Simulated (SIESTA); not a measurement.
The system is MoS2, a slab with vacuum.

```
Mo S
1.0
     3.18402    0.00000    0.00000
    -1.59201    2.75744    0.00000
     0.00000    0.00000   28.38732
Mo S
3 6
Direct
  0.33333 0.66667 0.22816
  0.33333 0.66667 0.77184
  0.66667 0.33333 0.00000
  0.66667 0.33333 0.17349
  0.66667 0.33333 0.71719
  0.33333 0.66667 0.94533
  0.66667 0.33333 0.28281
  0.66667 0.33333 0.82651
  0.33333 0.66667 0.05467
```

| Property | Result |
| --- | --- |
| Program | SIESTA 5.4.2 |
| Task | single point |
| Functional | PBE |
| Potentials or basis | PseudoDojo 0.4 standard (PBE files) |
| Basis | DZP (energy shift 0.003 Ry; two zetas on semicore shells) |
| Grid cutoff | 800 Ry |
| Energy shift | 0.003 Ry |
| k mesh | 10 × 10 × 1 |
| Occupations | fermi-dirac, width 0.05 eV |
| Spin | no spin polarisation |

On this cell: largest force 0.600 eV/Å; band gap on the k mesh 1.30 eV, indirect (least direct gap 1.90 eV).

The same run follows on a disturbed copy (atoms moved at random, drawn with an rms of 0.05 Å):

```
CELL_PARAMETERS angstrom
3.18402 0.00000 0.00000
-1.59201 2.75744 0.00000
0.00000 0.00000 28.38732
ATOMIC_POSITIONS crystal
Mo 0.34495 0.66470 0.22865
Mo 0.32821 0.68177 0.77235
Mo 0.66587 0.33196 0.00168
S 0.67104 0.34266 0.17389
S 0.67131 0.34067 0.71654
S 0.33615 0.67371 0.94494
S 0.65334 0.32456 0.28251
S 0.67760 0.33656 0.82787
S 0.34318 0.67386 0.05260
```

What changes?

The energy moves by +26.9 meV/atom; largest force 2.817 eV/Å; band gap on the k mesh 1.05 eV, indirect (least direct gap 1.74 eV).

Forces on the atoms (eV/Å):
```
Mo  -1.170  0.128 -0.437
Mo   1.092 -0.516 -0.170
Mo   0.245  0.524 -2.757
S    0.454 -0.291 -0.624
S   -0.434  0.214 -0.006
S    0.005 -0.211  0.171
S    0.716  0.163  1.071
S   -0.658  0.300  0.155
S   -0.249 -0.311  2.595
```

Stress tensor (GPa, compression positive):
```
 2.44 -0.14 -0.21
-0.14  2.90  0.47
-0.21  0.47  4.21
```

Caveats: the basis of atomic orbitals isn't converged, which shifts pressures, moduli and gaps.

A k mesh can miss the band edges.
